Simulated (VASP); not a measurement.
## Si2S: relaxation of cell and atoms with PBE

The system is Si2S.

```
CELL_PARAMETERS angstrom
3.15063 0.00000 0.00000
0.00000 3.15063 0.00000
0.00000 0.00000 4.45566
ATOMIC_POSITIONS crystal
Si 0.00000 0.00000 0.00000
Si 0.50000 0.50000 0.50000
S 0.00000 0.00000 0.50000
```

The cell was built by a generator and needn't be a form met in nature.

The cell isn't the ideal one: ordered vacancies on the anion sites of rock salt (P4/mmm, No. 123).

```json
{
 "Program": "VASP 6.6.1",
 "Task": "relaxation of cell and atoms",
 "Functional": "PBE",
 "Potentials or basis": "VASP PAW PBE potentials, release 64 (Si, S)",
 "Cutoff": "600 eV",
 "k mesh": "6 × 6 × 4",
 "Occupations": "gaussian, width 0.1 eV",
 "Spin": "no spin polarisation",
 "Dipole correction": "no",
 "Further INCAR settings": "ALGO = Normal; EDIFF = 1e-06; IBRION = 2; EDIFFG = -0.04; NSW = 90; ISIF = 3"
}
```

| Quantity | Value |
| --- | --- |
| Relaxed volume | 20.05 Å³/atom |
| Relaxed cell | a = 3.465 Å, b = 3.465 Å, c = 5.011 Å, α = 90.00°, β = 90.00°, γ = 90.00° |
| Space group after relaxing (to 0.05 Å) | P4/mmm (No. 123) |
| Energy gained by relaxing | 305.9 meV/atom |
| Ionic steps | 6 |
| Pressure after relaxing | 0.3 GPa |
| Band gap on the k mesh | none (metal or under the smearing width) |

The path:
| step | energy change (eV) | largest force (eV/Å) | pressure (GPa) | volume (Å³) |
| --- | --- | --- | --- | --- |
| 1 | 0.0000 | 0.0000 | 23.83 | 44.23 |
| 2 | -0.9154 | 0.0000 | 0.36 | 59.80 |
| 3 | -0.9160 | 0.0000 | -0.20 | 60.54 |
| 4 | -0.9160 | 0.0000 | 0.08 | 60.18 |
| 5 | -0.9175 | 0.0000 | 0.23 | 60.16 |
| 6 | -0.9176 | 0.0000 | 0.26 | 60.16 |

Final structure:
```
Si S
1.0
     3.46472    0.00000    0.00000
     0.00000    3.46472    0.00000
     0.00000    0.00000    5.01121
Si S
2 1
Direct
  0.00000 0.00000 0.00000
  0.50000 0.50000 0.50000
  0.00000 0.00000 0.50000
```

Levels at points of the mesh, in eV from the Fermi level:
```csv
k point,band 4,band 5,band 6,band 7,band 8,band 9,band 10,band 11
"(0.00, 0.00, 0.00)",-4.34,-4.34,-4.04,2.35,2.44,3.49,3.49,6.80
"(0.50, 0.00, 0.00)",-5.70,-3.18,-1.45,-0.89,1.05,1.20,1.47,4.27
"(0.50, 0.50, 0.00)",-6.33,-5.09,-4.44,-0.17,-0.17,1.24,2.92,2.92
"(0.00, 0.00, 0.50)",-4.26,-3.93,-1.59,0.43,1.67,2.33,2.33,2.77
"(0.50, 0.00, 0.50)",-3.66,-3.10,-0.63,0.97,1.28,1.46,1.78,3.34
"(0.50, 0.50, 0.50)",-7.20,-6.21,-1.60,-1.60,-0.04,0.33,2.24,7.55
```

It took 56 s on 1 thread of Intel(R) Xeon(R) Platinum 8488C (Sapphire Rapids), with other jobs on the host, peak memory 0.17 GiB.

Caveat: the volume moved by over 15 % at a fixed basis, so the end points are rough.
